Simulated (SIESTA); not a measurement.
Crystal: AlN.

```xyz
2
Lattice="0.0000 2.1840 2.1840 2.1840 0.0000 2.1840 2.1840 2.1840 0.0000" Properties=species:S:1:pos:R:3 pbc="T T T"
Al    0.0000    0.0000    0.0000
N     1.0920    1.0920    1.0920
```

Measurements of this composition are mostly on another form, of space group No. 186.

Program: SIESTA 5.4.2. Alike in all runs: task band structure; no spin polarisation; cell as given; k mesh 10 × 10 × 10; smearing fermi-dirac 0.05 eV; grid cutoff 800 Ry.

Task: Order these runs on this cell by their band gap on the k mesh, lowest first.
A. level PBE; potentials or basis PseudoDojo 0.4 standard (PBE files), SZ (energy shift 0.002 Ry; radii capped at 9.5 bohr); energy shift 0.002 Ry
B. level AM05; potentials or basis PseudoDojo 0.4 standard (PBEsol files), DZP (energy shift 0.003 Ry); energy shift 0.003 Ry
C. level PBE; potentials or basis PseudoDojo 0.4 standard (PBE files), TZP (energy shift 0.002 Ry; radii capped at 9.5 bohr); energy shift 0.002 Ry
D. level BLYP; potentials or basis PseudoDojo 0.4 standard (PBE files), DZP (energy shift 0.002 Ry; radii capped at 9.5 bohr); energy shift 0.002 Ry

Result: B (3.13 eV), C (3.29 eV), D (3.62 eV), A (3.99 eV).

Caveats: the basis of atomic orbitals isn't converged, which shifts pressures, moduli and gaps; the basis has no polarisation orbitals (some runs).

A k mesh can miss the band edges.

Not every run made on this cell is shown here.
